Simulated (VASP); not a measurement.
Here is a VASP 6.6.1 calculation.

The input INCAR:

```
ALGO     = Normal         # electronic algorithm
EDIFF    = 1E-6           # SCF threshold, eV
ENCUT    = 520            # plane-wave cutoff, eV
GGA      = PE             # functional
ISIF     = 2              # what is computed and relaxed
ISMEAR   = 0              # smearing method
IVDW     = 12             # dispersion correction
LASPH    = True           # aspherical terms in the spheres
LCHARG   = False          # write CHGCAR
LREAL    = False          # projectors in reciprocal space
LWAVE    = False          # write WAVECAR
NBANDS   = 19             # bands
NELM     = 100            # most SCF steps
PREC     = Accurate       # precision mode
SIGMA    = 0.1            # smearing width, eV
```

Contents of KPOINTS:

```
k-points
0
Gamma
  6 6 4
```

File POSCAR:

```
HfB4
1.0
    3.1381147500      0.0000000000      0.0000000000
   -1.5690573800      2.7176871000      0.0000000000
    0.0000000000      0.0000000000      6.2993442600
Hf B
1 4
Direct
    0.0000000000      0.0000000000      0.0000000000
    0.3333333300      0.6666666700      0.7428824200
    0.6666666700      0.3333333300      0.7428824200
    0.3333333300      0.6666666700      0.2571175800
    0.6666666700      0.3333333300      0.2571175800
```

Potentials or basis: VASP PAW PBE potentials, release 64 (Hf_pv, B).

The run is started by

```console
$ cat potpaw_PBE.64/Hf_pv/POTCAR potpaw_PBE.64/B/POTCAR > POTCAR
$ mpirun -np 1 vasp_std > vasp.out
```

(1) Estimate the band gap on the k mesh.

(2) What does it give for the dispersion energy per atom?

(3) Estimate the pressure.

Results:

(1) none (metal or under the smearing width).

(2) -0.244 eV.

(3) -5.7 GPa.

Caveat: the k mesh is coarse (spacing up to 0.39 Å⁻¹), so the values aren't converged.
